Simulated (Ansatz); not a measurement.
Input and command of a plane-wave DFT calculation in Ansatz:

```yaml
crystal:
  lattice:
    - [-1.7143502382, 1.7143502382, 5.7911322127]
    - [1.7143502382, -1.7143502382, 5.7911322127]
    - [1.7143502382, 1.7143502382, -5.7911322127]
  atoms:
    - { symbol: Ta, position: [0.5003132539, 1.0003132539, 0.5] }
    - { symbol: Ta, position: [0.7503132539, 0.7503132539, 0.0] }
    - { symbol: As, position: [0.0822861661, 0.5822861661, 0.5] }
    - { symbol: As, position: [0.3322861661, 0.3322861661, 0.0] }
basis:
  ecutwfc: 420
kpoints:
  mp_grid: { grid: [18, 18, 18] }
hamiltonian:
  xc: pbesol
scf:
  occupations: { method: fermi_dirac, width: 0.15 }
output:
  forces: true
  stress: true
  eigenvalues: true
relax:
  adjacent_minimum: "off"
  f_tol: 0.001
  max_steps: 60
  cell: { stress_tol: 0.01 }
```

```bash
ansatz run input.yaml --threads 1 --pin off --max-ram 4096MiB --backend cpu --events-out ev --progress --plain --runs-dir out
```

Processor: Intel(R) Xeon(R) Gold 6455B (Sapphire Rapids), 1 thread, on a host shared with other jobs.

Q: Estimate time, memory and problem size.

A: About 3.1 min on 1 thread of Intel(R) Xeon(R) Gold 6455B (Sapphire Rapids) (shared host), peak memory 1.1 GiB. It solves 35 bands at 480 k points (the mesh reduced by the symmetry that the task leaves, which can be less than the crystal's) with about 1363 plane waves (on the last cell), in 27 SCF iterations over 4 ionic steps.
